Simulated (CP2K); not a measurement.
# W (Im-3m) in CP2K: reference runs

Reference runs on W: the cell as given and a disturbed copy.

Program: CP2K 2026.2. These are calculated values, not measurements. Logs are shortened: lines on timing, memory, paths and dates and some standing lists are left out, and cuts for length are marked.

## 1. The structure

The structure is cubic, space group Im-3m (No. 229). Conventional cell: a = 3.165 Å, b = 3.165 Å, c = 3.165 Å, α = 90.00°, β = 90.00°, γ = 90.00°. Around W (site symmetry m-3m) lie 8 W at 2.74 Å.

## 2. Single point, PBE

The input, w_scf.inp:

```
&GLOBAL
  PROJECT w_scf
  RUN_TYPE ENERGY_FORCE
  PRINT_LEVEL LOW
&END GLOBAL
&FORCE_EVAL
  METHOD QS
  STRESS_TENSOR ANALYTICAL
  &DFT
    BASIS_SET_FILE_NAME BASIS_MOLOPT_UZH
    POTENTIAL_FILE_NAME POTENTIAL_UZH
    &MGRID
      CUTOFF 450
      REL_CUTOFF 60
      NGRIDS 5
    &END MGRID
    &QS
      METHOD GPW
      EPS_DEFAULT 1.0E-10
    &END QS
    &KPOINTS
      SCHEME MONKHORST-PACK 12 12 12
      GAMMA_CENTERED T
      SYMMETRY T
      SYMMETRY_BACKEND SPGLIB
    &END KPOINTS
    &SCF
      SCF_GUESS ATOMIC
      EPS_SCF 1.0E-6
      MAX_SCF 100
      ADDED_MOS 11
      CHOLESKY OFF
      EPS_EIGVAL 1.0E-7
      &DIAGONALIZATION ON
        ALGORITHM STANDARD
      &END DIAGONALIZATION
      &MIXING ON
        METHOD BROYDEN_MIXING
        ALPHA 0.4
        BETA 1.5
        NBUFFER 8
      &END MIXING
      &SMEAR ON
        METHOD FERMI_DIRAC
        ELECTRONIC_TEMPERATURE [K] 580.226
      &END SMEAR
    &END SCF
    &XC
      &XC_FUNCTIONAL
        &GGA_X_PBE
        &END GGA_X_PBE
        &GGA_C_PBE
        &END GGA_C_PBE
      &END XC_FUNCTIONAL
    &END XC
    &PRINT
      &KPOINTS ON
      &END KPOINTS
      &MULLIKEN ON
      &END MULLIKEN
      &MO ON
        ENERGIES T
        OCCUPATION_NUMBERS T
        &EACH
          QS_SCF 0
        &END EACH
        ADD_LAST NUMERIC
      &END MO
      &LOWDIN ON
      &END LOWDIN
      &HIRSHFELD ON
        SHAPE_FUNCTION DENSITY
      &END HIRSHFELD
      &E_DENSITY_CUBE ON
        STRIDE 1
      &END E_DENSITY_CUBE
      &V_HARTREE_CUBE ON
        STRIDE 1
      &END V_HARTREE_CUBE
      &ELF_CUBE ON
        STRIDE 1
      &END ELF_CUBE
    &END PRINT
  &END DFT
  &SUBSYS
    &CELL
      A 2.7407019351 0.0000000000 0.0000000000
      B -0.9135673117 2.5839585647 0.0000000000
      C -0.9135673117 -1.2919792823 2.2377737594
      PERIODIC XYZ
    &END CELL
    &COORD
      SCALED
      W   0.0000000000 0.0000000000 0.0000000000
    &END COORD
    &KIND W
      BASIS_SET TZVP-MOLOPT-PBE-GTH-q14
      POTENTIAL GTH-PBE-q14
    &END KIND
    &PRINT
      &ATOMIC_COORDINATES ON
      &END ATOMIC_COORDINATES
      &CELL ON
      &END CELL
      &SYMMETRY ON
      &END SYMMETRY
    &END PRINT
  &END SUBSYS
  &PRINT
    &FORCES ON
    &END FORCES
    &STRESS_TENSOR ON
    &END STRESS_TENSOR
  &END PRINT
&END FORCE_EVAL
```

Potentials or basis: POTENTIAL_UZH W GTH-PBE-q14; TZVP-MOLOPT-PBE-GTH basis.

On the command line:

```bash
OMP_NUM_THREADS=1 cp2k.psmp -i w_scf.inp -o w_scf.out
```

w_scf.out:

```text

 CP2K| version string:                                       CP2K version 2026.2
 CP2K| Input file name                                                 w_scf.inp

 GLOBAL| Force Environment number                                              1
 GLOBAL| Basis set file name                                    BASIS_MOLOPT_UZH
 GLOBAL| Potential file name                                       POTENTIAL_UZH
 GLOBAL| MM Potential file name                                     MM_POTENTIAL
 GLOBAL| Coordinate file name                                      __STD_INPUT__
 GLOBAL| Method name                                                        CP2K
 GLOBAL| Project name                                                      w_scf
 GLOBAL| Run type                                                   ENERGY_FORCE
 GLOBAL| FFT library                                                       FFTW3
[... 6 lines left out ...]
 GLOBAL| Total number of message passing processes                             1
 GLOBAL| Number of threads for this process                                    1
 GLOBAL| CPU model name                                                  UNKNOWN

 CELL| Volume [angstrom^3]:                                            15.847601
 CELL| Vector a [angstrom]:       2.741     0.000     0.000   |a| =     2.740702
 CELL| Vector b [angstrom]:      -0.914     2.584     0.000   |b| =     2.740702
 CELL| Vector c [angstrom]:      -0.914    -1.292     2.238   |c| =     2.740702
 CELL| Angle (b,c), alpha [degree]:                                   109.471221
 CELL| Angle (a,c), beta  [degree]:                                   109.471221
 CELL| Angle (a,b), gamma [degree]:                                   109.471221
 CELL| Numerically orthorhombic:                                              NO
 CELL| Periodicity                                                           XYZ

 CELL_REF| Volume [angstrom^3]:                                        15.847601
 CELL_REF| Vector a [angstrom     2.741     0.000     0.000   |a| =     2.740702
 CELL_REF| Vector b [angstrom    -0.914     2.584     0.000   |b| =     2.740702
 CELL_REF| Vector c [angstrom    -0.914    -1.292     2.238   |c| =     2.740702
 CELL_REF| Angle (b,c), alpha [degree]:                               109.471221
 CELL_REF| Angle (a,c), beta  [degree]:                               109.471221
 CELL_REF| Angle (a,b), gamma [degree]:                               109.471221
 CELL_REF| Numerically orthorhombic:                                          NO
 CELL_REF| Periodicity                                                       XYZ
[... 9 lines left out ...]
 TOTAL NUMBERS AND MAXIMUM NUMBERS

  Total number of            - Atomic kinds:                                   1
                             - Atoms:                                          1
                             - Shell sets:                                     1
                             - Shells:                                        11
                             - Primitive Cartesian functions:                  6
                             - Cartesian basis functions:                     41
                             - Spherical basis functions:                     35

  Maximum angular momentum of- Orbital basis functions:                        3
                             - Local part of the GTH pseudopotential:          2
                             - Non-local part of the GTH pseudopotential:      4

 MODULE QUICKSTEP: ATOMIC COORDINATES IN ANGSTROM

   Atom Kind Element         X             Y             Z       Z(eff)     Mass
      1    1 W    74      0.000000      0.000000      0.000000  14.0000 183.8400

 Crystal Symmetry Information
       International Symbol:                                               Im-3m
       Point Group Symbol:                                                  m-3m
       Schoenflies Symbol:                                                  Oh^9
       Number of Symmetry Operations:                                         48

 SCF PARAMETERS         Density guess:                                    ATOMIC
                        --------------------------------------------------------
                        max_scf:                                             100
[... 7 lines left out ...]
                        --------------------------------------------------------
                        level_shift [a.u.]:                             0.000000
                        added MOs                                        11    0
                        --------------------------------------------------------
                        Mixing method:                            BROYDEN_MIXING
[... 11 lines left out ...]
 *******************************************************************************
 BRILLOUIN| K-point scheme                                        Monkhorst-Pack
 BRILLOUIN| K-Point grid                                            12   12   12
 BRILLOUIN| Gamma-centered k-point mesh                                     ON
 BRILLOUIN| K-point symmetry accuracy                               0.100000E-05
 BRILLOUIN| K-Point point group symmetrization                                ON
 BRILLOUIN| Symmetry backend                                             SPGLIB
 BRILLOUIN| Symmetry reduction method                                    SPGLIB
 BRILLOUIN| Wavefunction type                                            COMPLEX
 BRILLOUIN| List of Kpoints [2 Pi/Bohr]                                       72
 BRILLOUIN| Number           Weight            X              Y              Z
 BRILLOUIN|     1           0.00463       -0.41667       -0.41667       -0.41667
 BRILLOUIN|     2           0.01389       -0.41667       -0.41667       -0.33333
 BRILLOUIN|     3           0.01389       -0.41667       -0.41667       -0.25000
 BRILLOUIN|     4           0.01389       -0.41667       -0.41667       -0.16667
 BRILLOUIN|     5           0.00694       -0.41667       -0.41667       -0.08333
 BRILLOUIN|     6           0.01389       -0.41667       -0.41667        0.33333
[... 32 lines left out ...]
 BRILLOUIN|    39           0.02778       -0.33333       -0.16667        0.00000
 BRILLOUIN|    40           0.01389       -0.33333       -0.16667        0.16667
 [... further k-points ...]
 *******************************************************************************

 Extrapolation method: initial_guess

 Number of electrons:                                                         14
 Number of occupied orbitals:                                                  7
 Number of molecular orbitals:                                                18

 Number of orbital functions:                                                 35
 Number of independent orbital functions:                                     35

 SCF WAVEFUNCTION OPTIMIZATION

  Step     Update method      Time    Convergence         Total energy    Change
  ------------------------------------------------------------------------------
     1 NoMix/Diag. 0.40E+00   10.6     1.97903020       -68.6689153114 -6.87E+01
     2 Broy./Diag. 0.40E+00    7.8     0.04674740       -68.7609003158 -9.20E-02
     3 Broy./Diag. 0.40E+00    7.9     0.08962842       -68.3655100039  3.95E-01
     4 Broy./Diag. 0.40E+00    7.8     0.00844601       -68.1389437514  2.27E-01
     5 Broy./Diag. 0.40E+00    7.9     0.00240179       -68.1533402137 -1.44E-02
     6 Broy./Diag. 0.40E+00    7.9     0.00042288       -68.1524477327  8.92E-04
     7 Broy./Diag. 0.40E+00    8.0     0.00015583       -68.1527791066 -3.31E-04
     8 Broy./Diag. 0.40E+00    7.8     0.00002281       -68.1524794259  3.00E-04
     9 Broy./Diag. 0.40E+00    7.8     0.00001946       -68.1524423180  3.71E-05
    10 Broy./Diag. 0.40E+00    7.8     0.00000195       -68.1524199090  2.24E-05
    11 Broy./Diag. 0.40E+00    7.9     0.00000086       -68.1524192224  6.87E-07

  *** SCF run converged in    11 steps ***

  Electronic density on regular grids:        -14.0000000003       -0.0000000003
  Core density on regular grids:               13.9999999986       -0.0000000014
  Total charge density on r-space grids:       -0.0000000017
  Total charge density g-space grids:          -0.0000000017

  Overlap energy of the core charge distribution:               0.00000000184766
  Self energy of the core charge distribution:               -102.32782440337752
  Core Hamiltonian energy:                                     22.17550169891386
  Hartree energy:                                              19.71435728438992
  Exchange-correlation energy:                                 -7.71428201716799
  Electronic entropic energy:                                  -0.00017178716991
  Fermi energy:                                                 0.58862971387639

  Total energy:                                               -68.15241922237438
  Total energy (extrapolated to T->0):                        -68.15233332878942

 MO| EIGENVALUES AND OCCUPATION NUMBERS FOR K POINT 1
 MO|
 MO|  Index      Eigenvalue [a.u.]        Eigenvalue [eV]             Occupation
 MO|      1              -2.119077             -57.663031               2.000000
 MO|      2              -0.834532             -22.708776               2.000000
 MO|      3              -0.834532             -22.708776               2.000000
 MO|      4              -0.819259             -22.293171               2.000000
 MO|      5               0.423024              11.511060               2.000000
 MO|      6               0.423024              11.511060               2.000000
[... 10 lines left out ...]
 MO|     17               1.763906              47.998324               0.000000
 MO|     18               1.967505              53.538542               0.000000
 MO| Sum:                                                              14.000000
 MO| E(Fermi):            0.588630 a.u.         16.017429 eV
[... 295 lines left out ...]
 MO|
 MO|  Index      Eigenvalue [a.u.]        Eigenvalue [eV]             Occupation
 MO|      1              -2.121461             -57.727891               2.000000
 MO|      2              -0.837287             -22.783726               2.000000
 MO|      3              -0.818178             -22.263753               2.000000
 MO|      4              -0.811897             -22.092847               2.000000
 MO|      5               0.448287              12.198523               2.000000
 MO|      6               0.464126              12.629520               2.000000
[... 10 lines left out ...]
 MO|     17               1.728506              47.035045               0.000000
 MO|     18               1.886528              51.335042               0.000000
 MO| Sum:                                                              14.000000
 MO| E(Fermi):            0.588630 a.u.         16.017429 eV
 MO| Band gap:            0.201536 a.u.          5.484060 eV

 [... the levels of further k-points ...]

 The electron density is written in Cube    file format to the file:

 w_scf-ELECTRON_DENSITY-1_0.cube

 !-----------------------------------------------------------------------------!
                     Mulliken Population Analysis

 #  Atom  Element  Kind  Atomic population                           Net charge
       1     W        1         14.000000                             -0.000000
 # Total charge                             14.000000                 -0.000000

 !-----------------------------------------------------------------------------!

 !-----------------------------------------------------------------------------!
                           Hirshfeld Charges

  #Atom  Element  Kind  Ref Charge     Population                    Net charge
      1       W      1      14.000         14.000                        -0.000

  Total Charge                                                           -0.000
 !-----------------------------------------------------------------------------!

 LOWDIN POPULATION ANALYSIS

 #  Atom  Element  Kind  Atomic population                           Net charge
       1     W        1         14.000000                              0.000000
 # Total charge                             14.000000                  0.000000

               ----- ELF is computed on the real space grid -----

 ELF is written in Cube    file format to the file:

 w_scf-ELF_S1-1_0.cube

 ENERGY| Total FORCE_EVAL ( QS ) energy [hartree]            -68.152418818704959

 FORCES| Atomic forces [hartree/bohr]
 FORCES|   Atom     x               y               z               |f|
 FORCES|      1 -7.94699969E-15  3.44587176E-14 -2.24317574E-14   4.18777001E-14
 FORCES| Sum    -7.94699969E-15  3.44587176E-14 -2.24317574E-14
 FORCES| Total atomic force                                       4.18777001E-14

 STRESS| Analytical stress tensor [bar]
 STRESS|                        x                   y                   z
 STRESS|      x        3.59463794421E+04  -1.08254201604E-02  -1.14854772054E-02
 STRESS|      y       -1.08254201604E-02   3.59462179496E+04  -6.20135454057E-03
 STRESS|      z       -1.14854772054E-02  -6.20135454057E-03   3.59459418623E+04
 STRESS| 1/3 Trace                                             3.59461797514E+04
 STRESS| Determinant                                           4.64470595505E+13

 STRESS| Eigenvectors and eigenvalues of the analytical stress tensor [bar]
 STRESS|                        1                   2                   3
 STRESS| Eigenvalues   3.59459414089E+04   3.59462174021E+04   3.59463804430E+04
 STRESS|      x           0.026783695964      0.064862185378      0.997534726482
 STRESS|      y           0.023458998560      0.997577117233     -0.065494813221
 STRESS|      z           0.999365953501     -0.025155358876     -0.025197200295
```

Wall time 2 min (1 thread of Arm Neoverse V1, shared host); peak memory 0.28 GiB.

What came out:

| Property | Result |
| --- | --- |
| Free energy | -1854.5216 eV |
| Pressure | 3.6 GPa |
| Band gap on the k mesh | none (metal or under the smearing width) |

Caveat: the basis of atomic orbitals isn't converged, which shifts pressures, moduli and gaps. The run has no spin-orbit coupling, so splittings on W are missing.

[end of part 1 of 2]
